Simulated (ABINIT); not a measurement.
Crystal: Sn.

```
Sn
1.0
     0.00000    3.23334    3.23334
     3.23334    0.00000    3.23334
     3.23334    3.23334    0.00000
Sn
2
Direct
  0.75000 0.75000 0.75000
  0.50000 0.50000 0.50000
```

This isn't the form of Sn at room conditions, which is tetragonal (white tin).

Base run:

```yaml
Program: ABINIT 10.8.3 (patched build)
Functional: r2SCAN
Potentials_or_basis: JTH PAW PBE v2.0
Cutoff: 707 eV
k_mesh: 7 × 7 × 7
Occupations: fermi-dirac, width 0.05 eV
Spin: no spin polarisation
```

Its results: band gap on the k mesh none (metal or under the smearing width); pressure 2.0 GPa.

**Question.** The run is repeated on the same cell with these changes: functional from r2SCAN to SCAN. What comes out?

**Answer.** Band gap on the k mesh none (metal or under the smearing width); pressure 1.6 GPa.

Caveats: the PAW data sets were made with another functional, which shifts forces and pressure a little.
